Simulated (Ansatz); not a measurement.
## CdS (P6_3mc): several responses side by side

Conventional cell: a = 4.124 Å, b = 4.124 Å, c = 6.710 Å, α = 90.00°, β = 90.00°, γ = 120.00°. Cd (atom 1) has 4 S at 2.52 to 2.53 Å as nearest neighbours. Around S (atom 3) lie 4 Cd at 2.52 to 2.53 Å.

Ansatz runs use the cell relaxed by PAW under their functional.

**Question.** What are its gap and electron mass? (PBEsol, all-electron LAPW in Ansatz 0.2.0, scalar-relativistic; a = 4.124, c = 6.710 Å; k mesh 6×6×4, fixed occupations, basis error target 1 meV/atom)

**Answer.** Kohn-Sham band edges (the gap between refined extrema, the direct gap on the fine mesh): gap = 1.09 eV, least direct gap = 1.09 eV, electron conductivity mass = 0.119 mₑ, ε∞ without local fields (PAW) = 6.69.

**Question.** How stiff is it? (PBEsol, all-electron LAPW in Ansatz 0.2.0, scalar-relativistic; a = 4.124, c = 6.710 Å; k mesh 6×6×4, strains of ±0.003, fixed occupations, basis error target 1 meV/atom)

**Answer.** Elastic moduli (Hill averages, relaxed ions; θ_D from sound speeds over directions): B = 61.3 GPa, G = 17.4 GPa, C11 = 85.9 GPa, C33 = 94.8 GPa, C44 = 15.1 GPa, ν = 0.371, θ_D = 217 K.

**Question.** How does it vibrate? (PBEsol, all-electron LAPW in Ansatz 0.2.0, scalar-relativistic; a = 4.124, c = 6.710 Å; k mesh 6×6×4, fixed occupations, basis error target 0.5 meV/atom; q mesh 1×1×1)

**Answer.** Harmonic phonons by finite displacements (no LO-TO term; negative means unstable): highest mode = 295 cm⁻¹, lowest optical at Γ = 41.7 cm⁻¹.

**Question.** How does it screen a field? (PBEsol, PAW on Ansatz 0.2.0's default frozen-core files (fitted under PBE), scalar-relativistic; a = 4.124, c = 6.710 Å; k mesh 6×6×4, fixed occupations, cutoff 420 eV)

**Answer.** Dielectric response and Born charges by linear response (direction means): ε∞ = 6.26, largest |Z*| = 2.14 e, ε₀ = 9.6.

**Question.** How much do local fields and the kernel change ε∞?

**Answer.** From 6.69 (independent particles) to 6.26 (linear response), -6 %. The two sums use different k meshes, so a part of a few per cent can be the mesh's.

Caveats: no spin-orbit coupling on heavy atoms (band edges); semilocal gaps are low, and light masses and ε∞ follow the gap (band edges); constants at zero field, no piezoelectric stiffening (moduli); zone-boundary modes aren't tested (phonons, field response); frozen-core PAW files fitted under PBE, their cores solved anew for the functional of the run (field response); field response not resolved by the mesh (field response); semilocal gaps are low, so ε∞ comes out large.
